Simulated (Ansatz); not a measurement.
Runs of Ansatz 0.2.0 on Pb. It takes space group P6_3/mmc (No. 194, hexagonal). The conventional cell has a = 3.480 Å, b = 3.480 Å, c = 5.590 Å, α = 90.00°, β = 90.00°, γ = 120.00°. Pb (site symmetry -6m2) is surrounded by 12 Pb at 3.44 to 3.48 Å. This isn't the form of Pb at room conditions, which is fcc.

| task | level | cell | cutoff (eV) | points for each segment of the path | target pressure (GPa) | gap on the mesh (eV) | pressure (GPa) |
| --- | --- | --- | --- | --- | --- | --- | --- |
| band structure | RPBE | as given | 420 | 14 | - | none | 5.8 |
| relaxation of cell and atoms | PBEsol | relaxed | 420 | - | - | none | 0.0 |
| band structure | PBE | as given | 420 | 14 | - | none | 4.1 |
| relaxation of cell and atoms | PBEsol | relaxed to 2 GPa | 420 | - | 2 | none | 2.0 |
| band structure | BLYP | as given | 420 | 14 | - | none | 8.1 |
| band structure | r2SCAN | as given | 500 | 14 | - | none | (a) |
| relaxation of the atoms | PBE | atoms relaxed | 420 | - | - | none | 4.1 |
| relaxation of cell and atoms | PBEsol | relaxed to 5 GPa | 420 | - | 5 | none | 5.0 |
| relaxation of the atoms | PBE | atoms relaxed from: strained by -1 % | 420 | - | - | none | 4.7 |
| band structure | LDA | as given | 420 | 14 | - | none | -0.6 |
| band structure | revPBE | as given | 420 | 14 | - | none | (b) |
| band structure | PBEsol | as given | 420 | 14 | - | none | 1.1 |

Alike in all rows: potentials or basis Ansatz PAW; no spin polarisation; k mesh 9 × 9 × 5; smearing fermi-dirac 0.05 eV.

Fill in the values left out.

(a) 2.9; (b) 5.3.

Caveats: the PAW data sets come from PBE, with cores solved anew for the run's functional, which leaves a small shift of forces and pressure (some runs); spin-orbit coupling is left out, which moves the levels of the heavy elements (some runs); the plane-wave basis is chosen anew once the cell has moved, so the energies of steps on either side of that aren't comparable (some runs); the thresholds are loose for stress (some runs); the relaxation stopped at its first step, so nothing moved (some runs).

A k mesh can miss the band edges, and the runs leave out spin-orbit coupling on Pb.

A gap of «none» marks a metal or a gap under the smearing width.
